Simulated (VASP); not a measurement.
Runs of VASP 6.6.1 on SnO2. It takes space group Pmmm (No. 47, orthorhombic). The conventional cell has a = 3.023 Å, b = 4.965 Å, c = 5.977 Å, α = 90.00°, β = 90.00°, γ = 90.00°. Sn (site symmetry mmm) is surrounded by 4 O at 2.02 Å. O (site symmetry mm2) has 2 Sn at 2.02 Å as nearest neighbours. The cell was built by a generator and needn't be a form met in nature.

```csv
cell,target pressure,other keys,gap on the mesh (eV),pressure (GPa),relaxed volume (Å³/atom),largest force (eV/Å)
relaxed to 2 GPa,2 GPa,-,0.57,2.0,-,-
relaxed to 20 GPa,20 GPa,-,none,20.0,-,-
relaxed to 30 GPa,30 GPa,-,none,30.0,-,-
relaxed,-,-,1.65,0.0,(b),0.01
relaxed,-,LASPH = no; ENCUT = 600,(a),0.0,36.55,0.01
```

Alike in all rows: task relaxation of cell and atoms; level PBE; potentials or basis VASP PAW PBE potentials, release 64 (Sn_d, O); no spin polarisation; k mesh 9 × 6 × 5; cutoff (eV) 600; smearing fermi-dirac 0.05 eV.

Problem. Estimate the missing entries.

Solution. (a) 1.59; (b) 37.49.

Caveats: the volume moved by over 15 % at a fixed basis, so the end points are rough; the cell is relaxed towards a set pressure, so the enthalpy falls and the energy may rise (some runs); spin-orbit coupling is left out, which moves the levels of the heavy elements (some runs); an odd mesh through Γ misses points on the zone boundary, where band edges often lie (some runs).

A k mesh can miss the band edges, and the runs leave out spin-orbit coupling on Sn.

A gap of «none» marks a metal or a gap under the smearing width.
